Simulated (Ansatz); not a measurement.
**Sc: what relativity and spin–orbit coupling change**

```
CELL_PARAMETERS angstrom
-1.83873 1.83873 1.83873
1.83873 -1.83873 1.83873
1.83873 1.83873 -1.83873
ATOMIC_POSITIONS crystal
Sc 0.00000 0.00000 0.00000
```

The structure comes from a relaxation in the same program, started in the bcc type, and has space group Im-3m. Whether it is a known phase or the ground state wasn't checked.

Spin polarisation is left out, and whether a magnetic state lies lower isn't shown here.

One fixed cell is solved with PBE by full-potential LAPW in Ansatz 0.2.0 under different relativistic treatments. Pressure is positive in compression.

The runs use a Γ-centred 13×13×13 k mesh, Fermi–Dirac smearing of 0.05 eV, basis error target 1 meV/atom, no spin polarisation.

```json
{"setting": "scalar-relativistic", "P (GPa)": "0.00", "lowest level at Γ above −25 eV, from the valence-band top or, without a gap, the Fermi level (eV)": "-5.22"}
{"setting": "non-relativistic", "P (GPa)": "?", "lowest level at Γ above −25 eV, from the valence-band top or, without a gap, the Fermi level (eV)": "?"}
{"setting": "with spin–orbit coupling", "P (GPa)": "0.00", "lowest level at Γ above −25 eV, from the valence-band top or, without a gap, the Fermi level (eV)": "-5.22"}
```

**Question.** What belongs in the row "non-relativistic", column "lowest level at Γ above −25 eV, from the valence-band top or, without a gap, the Fermi level (eV)"?

**Answer.** -5.10.

**Question.** What belongs in the row "non-relativistic", column "P (GPa)"?

**Answer.** 0.07.
